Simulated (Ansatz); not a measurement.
# Rh/LiH/Pt under bias, part 3 of 5

Aim: the current through Rh/LiH/Pt at finite bias, with the potential solved under that bias. The lower electrode is Rh fcc(111), the upper one Pt fcc(111); the barrier is LiH rock salt(111) (Li and Li faces). In the first transport cell, after relaxation, the nearest pair of electrode and barrier is Rh–Li at 2.45 Å, along the normal, at the lower face and Pt–Li at 2.42 Å, along the normal, at the upper one. All share a net of side 2.708 Å, which strains the lower electrode by +0.0 %, the upper one by -3.5 % and the barrier by -4.5 %, against typed lattice constants near PBE's. The first steps treat the bulk electrodes alone.

Ansatz 0.2.0; PBE DFT, plane waves, PAW files (the session's first sound run).

So far. Step 4 (Relaxation): The largest force component on a free atom ends at 0.028 eV/Å. The work functions of the outer faces are 5.17 and 5.77 eV.

**5. Current under bias**

This step: PBE DFT, plane waves, PAW files; current against voltage, self-consistent between two reservoirs (Ansatz 0.2.0).

System of this step: Rh/LiH/Pt. The cell holds 26 atoms: 11 Rh, 3 Li, 2 H and 10 Pt. Its edges and angles: a = 2.708 Å, b = 2.708 Å, c = 67.267 Å, α = 90.0°, β = 90.0°, γ = 120.0°. Regions: left electrode, 11 atoms (11 Rh); barrier, 5 atoms (3 Li and 2 H); right electrode, 10 atoms (10 Pt). Vacuum lies along c.

Under bias the potential drop changes the barrier, so density and potential are solved anew at each voltage between two reservoirs. The leads must hold the reservoirs as well as the screening charge.

input.yaml reads:

```yaml
crystal:
  lattice:
    - [2.708, 0.0, 0.0]
    - [-1.354, 2.3451967934, 0.0]
    - [0.0, 0.0, 67.2672502171]
  atoms:
    - { symbol: Rh, position: [0.66666667, 0.33333333, 0.1040625264] }
    - { symbol: Rh, position: [0.0, 0.0, 0.1369665775] }
    - { symbol: Rh, position: [0.33333333, 0.66666667, 0.1698706287] }
    - { symbol: Rh, position: [0.66666667, 0.33333333, 0.2027746798] }
    - { symbol: Rh, position: [0.0, 0.0, 0.235678731] }
    - { symbol: Rh, position: [0.33333333, 0.66666667, 0.2685827822] }
    - { symbol: Rh, position: [0.66666667, 0.33333333, 0.3014868333] }
    - { symbol: Rh, position: [0.0, 0.0, 0.3343908845] }
    - { symbol: Rh, position: [0.33333333, 0.66666667, 0.3672949356] }
    - { symbol: Rh, position: [0.66666667, 0.33333333, 0.4001989868] }
    - { symbol: Rh, position: [0.0, 0.0, 0.4328118079] }
    - { symbol: Li, position: [0.0, 0.0, 0.4692951818] }
    - { symbol: H, position: [0.33333333, 0.66666667, 0.4864800064] }
    - { symbol: Li, position: [0.66666667, 0.33333333, 0.5040061336] }
    - { symbol: H, position: [0.0, 0.0, 0.5215673971] }
    - { symbol: Li, position: [0.33333333, 0.66666667, 0.5386189989] }
    - { symbol: Pt, position: [0.33333333, 0.66666667, 0.5746347169] }
    - { symbol: Pt, position: [0.66666667, 0.33333333, 0.6110128517] }
    - { symbol: Pt, position: [0.0, 0.0, 0.6466284294] }
    - { symbol: Pt, position: [0.33333333, 0.66666667, 0.6822440072] }
    - { symbol: Pt, position: [0.66666667, 0.33333333, 0.7178595849] }
    - { symbol: Pt, position: [0.0, 0.0, 0.7534751627] }
    - { symbol: Pt, position: [0.33333333, 0.66666667, 0.7890907404] }
    - { symbol: Pt, position: [0.66666667, 0.33333333, 0.8247063181] }
    - { symbol: Pt, position: [0.0, 0.0, 0.8603218959] }
    - { symbol: Pt, position: [0.33333333, 0.66666667, 0.8959374736] }
kpoints:
  mp_grid: { grid: [12, 12, 1] }
scf:
  occupations: { method: fermi_dirac, width: 0.1 }
  max_iter: 150
hamiltonian:
  xc: pbe
output:
  current_voltage:
    bias: [0.2, 0.3, -0.2, -0.3]
    kmesh: [24, 24]
    leads: [[4, 5], [21, 22]]
    electrode_ends: [10, 16]
  write_potential: true
  write_density: true
  volumetric_format: npy
  elf: true
```

Run with:

```bash
$ ansatz run input.yaml --threads 4 --pin off --max-ram 16384MiB --backend cpu --events-out ev --progress --plain --runs-dir out
```

Numbers of over 12 decimals in the logs are rounded to 6 here.

The log of the run:

```text
[...]
Crystal: 26 atoms, lattice volume = 427.200 Å³
Basis set: ecut = 420 eV, 8439 PW (Γ)
Bands: 227, of which v1, the nominal top of the filled ones, is band 189 counted from 1 (188 counted from 0)
Symmetry: 6 space group operations
[...]
k-points: 19 of 144 (time reversal used)
[...]
SCF iter   1: F=—  HF=-196308.450522 eV  |F-HF|=—  |Δ(HF+E_count)|=         —  Δρ=1.73e-2  dr2=2.82e2  ethr=1.77e-3  ⟨swp⟩=6.3  Hψ=15307  notcnv=0  defer=162
[...]
SCF iter  11: F=-196308.227647 eV  HF=-196308.227647 eV  |F-HF|=1.23e-8  |Δ(HF+E_count)|=   2.39e-9  Δρ=7.28e-7  dr2=1.31e-8  ethr=2.65e-11  ⟨swp⟩=11.8  Hψ=11371  notcnv=0
SCF 1 converged in 11 iterations: F = -196308.227647 eV  dr2 = 1.31e-8
[...]
bias +0 V, iteration  1: dr2 3.20e-1 eV, mean Fermi level 15.4443 eV
bias +0 V, iteration  2: dr2 6.98e-3 eV, mean Fermi level 15.4436 eV
bias +0 V, iteration  3: dr2 2.61e-3 eV, mean Fermi level 15.4446 eV
bias +0 V, iteration  4: dr2 3.41e-4 eV, mean Fermi level 15.4453 eV
bias +0 V, iteration  5: dr2 9.20e-5 eV, mean Fermi level 15.4458 eV
bias +0 V, iteration  6: dr2 1.87e-5 eV, mean Fermi level 15.4458 eV
bias +0 V, iteration  7: dr2 2.73e-6 eV, mean Fermi level 15.4458 eV
bias +0 V, iteration  8: dr2 9.49e-7 eV, mean Fermi level 15.4458 eV
bias +0 V, iteration  9: dr2 6.42e-8 eV, mean Fermi level 15.4458 eV
bias +0.2 V, iteration  1: dr2 2.99e2 eV, mean Fermi level 15.4408 eV
bias +0.2 V, iteration  2: dr2 2.92e1 eV, mean Fermi level 15.4448 eV
bias +0.2 V, iteration  3: dr2 4.73e-1 eV, mean Fermi level 15.4436 eV
bias +0.2 V, iteration  4: dr2 6.70e-3 eV, mean Fermi level 15.4439 eV
bias +0.2 V, iteration  5: dr2 6.97e-6 eV, mean Fermi level 15.4440 eV
bias +0.2 V, iteration  6: dr2 6.91e-6 eV, mean Fermi level 15.4439 eV
bias +0.2 V, iteration  7: dr2 1.65e-6 eV, mean Fermi level 15.4440 eV
bias +0.2 V, iteration  8: dr2 1.18e-7 eV, mean Fermi level 15.4440 eV
bias +0.2 V, iteration  9: dr2 1.66e-8 eV, mean Fermi level 15.4440 eV
bias +0.3 V, iteration  1: dr2 1.12e-4 eV, mean Fermi level 15.4430 eV
bias +0.3 V, iteration  2: dr2 3.85e-5 eV, mean Fermi level 15.4430 eV
bias +0.3 V, iteration  3: dr2 3.50e-6 eV, mean Fermi level 15.4430 eV
bias +0.3 V, iteration  4: dr2 5.97e-7 eV, mean Fermi level 15.4430 eV
bias +0.3 V, iteration  5: dr2 5.87e-8 eV, mean Fermi level 15.4429 eV
bias -0.2 V, iteration  1: dr2 2.11e-3 eV, mean Fermi level 15.4479 eV
bias -0.2 V, iteration  2: dr2 6.52e-4 eV, mean Fermi level 15.4471 eV
bias -0.2 V, iteration  3: dr2 7.22e-5 eV, mean Fermi level 15.4474 eV
bias -0.2 V, iteration  4: dr2 1.22e-5 eV, mean Fermi level 15.4475 eV
bias -0.2 V, iteration  5: dr2 1.02e-6 eV, mean Fermi level 15.4475 eV
bias -0.2 V, iteration  6: dr2 6.04e-6 eV, mean Fermi level 15.4475 eV
bias -0.2 V, iteration  7: dr2 5.61e-7 eV, mean Fermi level 15.4475 eV
bias -0.2 V, iteration  8: dr2 4.28e-8 eV, mean Fermi level 15.4475 eV
bias -0.3 V, iteration  1: dr2 4.72e-5 eV, mean Fermi level 15.4484 eV
bias -0.3 V, iteration  2: dr2 2.71e-5 eV, mean Fermi level 15.4482 eV
bias -0.3 V, iteration  3: dr2 4.18e-6 eV, mean Fermi level 15.4482 eV
bias -0.3 V, iteration  4: dr2 7.60e-7 eV, mean Fermi level 15.4482 eV
bias -0.3 V, iteration  5: dr2 6.42e-8 eV, mean Fermi level 15.4482 eV
transmission: 302 of 2989 steps passed
transmission: 599 of 2989 steps passed
[...]
transmission: 2989 of 2989 steps passed
WARN: The output density's exchange-correlation potential varies sharply where the density is thin. Do not read a vacuum level from v_tot or v_xc, or from such a field of the output density. On a cell that repeats whose density bears no net charge and no dipole along the vacuum's axis use v_es (v_loc + v_h of the components); under efield.dipole_correction with no amplitude use v_es + v_field, which holds any externa [...]
SCF converged after 11 iterations
Free energy (F): -196308.227647 eV
[...]
Internal energy: -196307.229364 eV  (E = F + TS)
E sigma→0 (E₀):  -196307.728505 eV
Entropy (-TS):   -0.998284 eV (-38.396 meV/atom)
Fermi energy:    15.441500 eV
[...]
--- Band table (eV; the first three rows and the last of 19) ---
  k-point 0: bands = [... 185 lower, 14.4737, 14.4737, 14.4853, 14.4853, 14.6053, 14.6053, 14.6649, 14.6649, ... 34 higher]
  k-point 1: bands = [... 185 lower, 14.4186, 14.4230, 14.4444, 14.5016, 14.5586, 14.5781, 14.5786, 14.6546, ... 34 higher]
  k-point 2: bands = [... 185 lower, 14.1747, 14.2980, 14.3544, 14.3688, 14.4234, 14.5840, 14.6083, 14.7582, ... 34 higher]
  k-point 18: bands = [... 185 lower, 15.4838, 15.5035, 15.5249, 15.6602, 15.6871, 15.7044, 15.8144, 15.8269, ... 34 higher]
--- Current–voltage curve ---
  leads      : [4, 5] from 7.00 to 26.92 and [21, 22] from 41.10 to 60.27 Å, reservoirs outside 19.68 and 48.07
  electrodes : end at 29.11 and 38.65 Å
  density    : 245 bands, filled at a thermal energy of 1.000e-1 eV; current at 300 K
  bias (V)   current (A)   every other point   every other energy   edges, levels   drop (V)   electrons moved   misfit (meV)   iterations
        +0      0.0000e0            0.0000e0             0.0000e0        0.0000e0     +0.000            0.00e0           30.3   9
      +0.2     1.0884e-7           1.2428e-7            1.0871e-7      8.3529e-10     +0.199           8.98e-4           30.4   9
[...]
-0.2    -8.8479e-8          -8.3422e-8           -8.8721e-8      8.9458e-10     -0.199          -9.75e-4           30.5   8
      -0.3    -1.2134e-7          -1.2314e-7           -1.2112e-7      8.1881e-10     -0.299          -1.50e-3           30.6   5
  At 0 V the conductance is 5.3798e-7 S, 8.4710e12 S/m².
```

Run time: 13 min. Hardware: 4 threads of Arm Neoverse V2, shared host; peak memory 3.9 GiB.

Reading the cycles: dr2 is the Hartree energy of the density residual (eV), the measure of convergence; HF is the Harris–Foulkes estimate of the energy, which meets the free energy F at convergence.

Numbers from this step:

* free energy: -196308.2276 eV
* Fermi energy: 15.44 eV
* conductance at zero bias: 8.47e12 S/m²

Checks by voltage:

| bias (V) | current density (ampere/m²) | current on every other mesh point (ampere) | drop across the junction (V) | electrons moved | electrons in bound states | misfit, lower lead (eV) | misfit, upper lead (eV) | iterations |
| --- | --- | --- | --- | --- | --- | --- | --- | --- |
| -0.3 | -1.91e12 | -1.23e-7 | -0.2986 | -0.001498 | 3.32e-5 | 0.02905 | 0.03059 | 5 |
| -0.2 | -1.39e12 | -8.34e-8 | -0.1991 | -9.75e-4 | 2.22e-5 | 0.02915 | 0.0305 | 8 |
| 0 | 0 | 0 | 0 | 0 | 0 | 0.02935 | 0.0303 | 9 |
| 0.2 | 1.71e12 | 1.24e-7 | 0.1993 | 8.98e-4 | 2.38e-5 | 0.02949 | 0.03042 | 9 |
| 0.3 | 2.65e12 | 2.00e-7 | 0.299 | 0.001318 | 3.54e-5 | 0.02954 | 0.03045 | 5 |

Cell area 6.351 Å^2. Current through one cell against bias:

| bias (V) | current through one cell (nA) |
| --- | --- |
| -0.300 | -121 |
| -0.200 | -88.5 |
| 0.000 | 0 |
| 0.200 | 109 |
| 0.300 | 168 |

Bias 0 V. The transmission and channels, zone mean by energy, zero at the mean Fermi level:

| energy (eV) | transmission | channels, left | channels, right |
| --- | --- | --- | --- |
| -0.259 | 0.00532 | 1.71 | 1.69 |
| -0.233 | 0.00598 | 1.68 | 1.61 |
| -0.207 | 0.00550 | 1.66 | 1.54 |
| -0.181 | 0.00592 | 1.72 | 1.51 |
| -0.155 | 0.00605 | 1.75 | 1.54 |
| -0.129 | 0.00587 | 1.75 | 1.52 |
| -0.103 | 0.00577 | 1.74 | 1.49 |
| -0.078 | 0.00587 | 1.76 | 1.41 |
| -0.052 | 0.00602 | 1.74 | 1.34 |
| -0.026 | 0.00574 | 1.72 | 1.25 |
| 0.000 | 0.00638 | 1.74 | 1.16 |
| 0.026 | 0.00833 | 1.76 | 1.14 |
| 0.052 | 0.00913 | 1.81 | 1.10 |
| 0.078 | 0.00782 | 1.79 | 1.09 |
| 0.103 | 0.00607 | 1.86 | 1.07 |
| 0.129 | 0.00537 | 1.90 | 1.07 |
| 0.155 | 0.00562 | 1.92 | 1.03 |
| 0.181 | 0.00567 | 1.89 | 1.01 |
| 0.207 | 0.00582 | 1.92 | 0.979 |
| 0.233 | 0.00623 | 1.89 | 0.865 |
| 0.259 | 0.00677 | 1.91 | 0.865 |

Bias 0.3 V. Table of transmission and channels, zone mean by energy, zero at the mean Fermi level:

| energy (eV) | transmission | channels, left | channels, right |
| --- | --- | --- | --- |
| -0.414 | 0.00574 | 1.65 | 1.71 |
| -0.388 | 0.0110 | 1.69 | 1.63 |
| -0.362 | 0.00408 | 1.75 | 1.58 |
| -0.336 | 0.00398 | 1.71 | 1.52 |
| -0.284 | 0.00598 | 1.75 | 1.53 |
| -0.259 | 0.00666 | 1.76 | 1.47 |
| -0.207 | 0.00446 | 1.76 | 1.32 |
| -0.181 | 0.00758 | 1.77 | 1.30 |
| -0.129 | 0.00436 | 1.69 | 1.16 |
| -0.103 | 0.00503 | 1.69 | 1.10 |
| -0.078 | 0.00767 | 1.68 | 1.11 |
| -0.052 | 0.00622 | 1.66 | 1.07 |
| -0.026 | 0.00501 | 1.71 | 1.05 |
| 0.000 | 0.00761 | 1.75 | 1.05 |
| 0.026 | 0.00885 | 1.75 | 1.01 |
| 0.052 | 0.00826 | 1.74 | 0.979 |
| 0.103 | 0.0120 | 1.75 | 0.865 |
| 0.129 | 0.00743 | 1.72 | 0.854 |
| 0.181 | 0.00811 | 1.76 | 0.875 |
| 0.207 | 0.00782 | 1.79 | 0.812 |
| 0.259 | 0.00674 | 1.85 | 0.776 |
| 0.284 | 0.00670 | 1.90 | 0.693 |
| 0.336 | 0.00698 | 1.88 | 0.594 |
| 0.362 | 0.00757 | 1.94 | 0.594 |
| 0.414 | 0.00925 | 1.91 | 0.604 |

Bias -0.3 V. Table of transmission and channels, zone mean by energy, zero at the mean Fermi level:

| energy (eV) | transmission | channels, left | channels, right |
| --- | --- | --- | --- |
| -0.414 | 0.00316 | 1.71 | 1.64 |
| -0.388 | 0.00321 | 1.71 | 1.71 |
| -0.362 | 0.00393 | 1.66 | 1.77 |
| -0.336 | 0.00606 | 1.72 | 1.75 |
| -0.310 | 0.00406 | 1.73 | 1.81 |
| -0.259 | 0.00376 | 1.74 | 1.78 |
| -0.233 | 0.00429 | 1.74 | 1.75 |
| -0.207 | 0.00490 | 1.74 | 1.75 |
| -0.181 | 0.00456 | 1.72 | 1.78 |
| -0.155 | 0.00484 | 1.72 | 1.74 |
| -0.129 | 0.00615 | 1.76 | 1.76 |
| -0.103 | 0.00726 | 1.81 | 1.68 |
| -0.078 | 0.00704 | 1.79 | 1.60 |
| -0.052 | 0.00536 | 1.83 | 1.54 |
| -0.026 | 0.00424 | 1.85 | 1.51 |
| 0.000 | 0.00419 | 1.92 | 1.56 |
| 0.026 | 0.00417 | 1.89 | 1.53 |
| 0.052 | 0.00432 | 1.92 | 1.45 |
| 0.078 | 0.00474 | 1.89 | 1.38 |
| 0.103 | 0.00521 | 1.89 | 1.35 |
| 0.129 | 0.00508 | 1.90 | 1.25 |
| 0.155 | 0.00544 | 1.92 | 1.16 |
| 0.181 | 0.00588 | 1.95 | 1.15 |
| 0.207 | 0.00581 | 1.94 | 1.10 |
| 0.233 | 0.00632 | 1.96 | 1.09 |
| 0.259 | 0.00656 | 1.92 | 1.07 |
| 0.310 | 0.00878 | 1.86 | 1.01 |
| 0.336 | 0.0103 | 1.84 | 0.990 |
| 0.362 | 0.00925 | 1.82 | 0.979 |
| 0.388 | 0.0108 | 1.77 | 0.865 |
| 0.414 | 0.00910 | 1.69 | 0.865 |

Table of Hartree potential energy less that at 0 V, planar mean by z:

| z (Å) | 0.2 V (eV) | 0.3 V (eV) | -0.2 V (eV) | -0.3 V (eV) |
| --- | --- | --- | --- | --- |
| 0.0 | -0.00151 | -0.00237 | 2.0e-4 | 3.1e-4 |
| 2.5 | 0.0450 | 0.0675 | -0.0464 | -0.0696 |
| 5.0 | 0.0892 | 0.134 | -0.0903 | -0.135 |
| 7.5 | 0.0980 | 0.147 | -0.0981 | -0.147 |
| 10.0 | 0.0981 | 0.147 | -0.0982 | -0.147 |
| 12.5 | 0.0980 | 0.147 | -0.0983 | -0.148 |
| 15.0 | 0.0980 | 0.147 | -0.0979 | -0.147 |
| 17.5 | 0.0976 | 0.146 | -0.0975 | -0.146 |
| 20.0 | 0.0979 | 0.147 | -0.0977 | -0.147 |
| 22.5 | 0.0980 | 0.147 | -0.0981 | -0.147 |
| 25.0 | 0.0979 | 0.147 | -0.0982 | -0.147 |
| 27.5 | 0.0977 | 0.146 | -0.0979 | -0.147 |
| 30.0 | 0.0975 | 0.146 | -0.0979 | -0.147 |
| 32.5 | 0.0385 | 0.0587 | -0.0356 | -0.0522 |
| 35.0 | -0.0197 | -0.0285 | 0.0231 | 0.0359 |
| 37.5 | -0.0978 | -0.147 | 0.0980 | 0.147 |
| 40.0 | -0.100 | -0.150 | 0.100 | 0.150 |
| 42.5 | -0.102 | -0.153 | 0.102 | 0.152 |
| 45.0 | -0.102 | -0.152 | 0.101 | 0.152 |
| 47.5 | -0.101 | -0.152 | 0.101 | 0.152 |
| 50.0 | -0.102 | -0.153 | 0.101 | 0.152 |
| 52.5 | -0.101 | -0.152 | 0.102 | 0.152 |
| 55.0 | -0.102 | -0.153 | 0.102 | 0.152 |
| 57.5 | -0.102 | -0.153 | 0.102 | 0.153 |
| 60.0 | -0.102 | -0.152 | 0.102 | 0.152 |
| 62.5 | -0.0885 | -0.133 | 0.0880 | 0.132 |
| 65.0 | -0.0436 | -0.0655 | 0.0425 | 0.0638 |

ELF in the ca plane at fractional y = 0.667, with atoms of Rh and H and Li and Pt within 0.2 Å of it. It is the smooth field of the valence electrons, not physical close to the nuclei.

Values in units of 1e-1, 5 rows by 16 columns, each cell a mean:
```
 4.0  2.3  2.4  2.3  3.7  2.8  3.2  3.4  2.3  0.3  1.8  0.4  5.9  6.0  1.7  2.7
 3.0  2.3  3.5  2.5  3.0  2.5  2.6  2.7  2.6  1.2  6.3  1.7  4.6  3.4  1.3  3.2
 2.4  2.8  6.9  3.7  2.5  2.1  2.2  2.6  3.0  4.9  9.9  5.5  1.5  3.0  3.5  4.6
 2.5  3.0  7.3  3.9  2.6  2.1  2.3  2.8  3.1  5.5 10.0  6.1  1.1  3.9  4.5  4.8
 2.7  2.4  4.7  2.8  2.5  2.3  2.4  2.6  2.7  2.3  8.5  2.9  3.7  2.3  1.4  3.7
```
Columns run along c (16.0 Å, from fractional 0.33 to 0.57 of the cell), rows up along a (2.7 Å). Atoms in or near the plane, at fractional coordinates: Rh at (0.37, 0.33), H at (0.49, 0.33), Li at (0.54, 0.33).

Valence density in the ca plane at fractional y = 0.667, with atoms of Rh and H and Li and Pt within 0.2 Å of it. It is the smooth field of the valence electrons, not physical close to the nuclei.

Ten steps, logarithmic in the rise over the least value, from '0' (0 e/Å³) to '9' (12 e/Å³), each cell a mean:
```
55422223222355432356421000000000001110000012
55422223222355432355421000000000001110000012
44322355422344322344321000001100001100000124
23223588742233221223210000012210000002420136
22224799852222111122110000124421000016862247
22224799852222111122110000124421000016862247
23223688742222211223210000023320000003531136
44322355432344322344321000011110000100000124
```
Columns run along c (16.0 Å, from fractional 0.33 to 0.57 of the cell), rows up along a (2.7 Å). Atoms in or near the plane, at fractional coordinates: Rh at (0.37, 0.33), H at (0.49, 0.33), Li at (0.54, 0.33).

Electrostatic potential energy in the ca plane at fractional y = 0.667, with atoms of Rh and H and Li and Pt within 0.2 Å of it. With pseudopotentials it is smooth inside the atoms' cores, unlike the true potential.

Ten even steps from '0' (-41 eV) to '9' (18 eV), each cell a mean:
```
54689998999854689754699998899998899999999999
54689998999854689754699998899998899999999999
76899865799876799876899999999999999999899998
88998400279988999998999999999899999997679984
99997100059999999999999999994489999985358971
99997100059999999999999999984489999985358971
88998400279998999998999999998899999987578983
76899854689877899876899999999999999998889997
```
Columns run along c (16.0 Å, from fractional 0.33 to 0.57 of the cell; values clipped at the 3rd and 97th percentile), rows up along a (2.7 Å). Atoms in or near the plane, at fractional coordinates: Rh at (0.37, 0.33), H at (0.49, 0.33), Li at (0.54, 0.33).

All 5 points reached self-consistency. On every other mesh point the currents change by up to 19 %. The leads' potential repeats within 31 meV.

[end of part 3 of 5]

[Logs are printed without paths, hosts, clocks, repeated set-up lines and the standing remarks that a program may print on its own settings, such as how far it seeks lower states.]

[Hosts, paths, dates, database ids (printed as entryN), source tags and the programs' standing remarks are cut or masked in the printed files.]
